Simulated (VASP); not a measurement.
These are PBEsol GGA, VASP's PBE PAW potentials (set 64) (plane waves; VASP 6.6.1) values and carry that method's errors. Each cell was relaxed at this level, without spin-orbit coupling.

### Question
Which of these comes out without a gap?
(A) CdF2, Fm-3m (225)
(B) PbI2, P-3m1 (164)
(C) BaF2, Fm-3m (225)
(D) TiSe2, P-3m1 (164)

### Answer
D, TiSe2, P-3m1 (164). The others have gaps of 6.67 eV (BaF2, Fm-3m (225)), 2.13 eV (PbI2, P-3m1 (164)), 2.88 eV (CdF2, Fm-3m (225)).
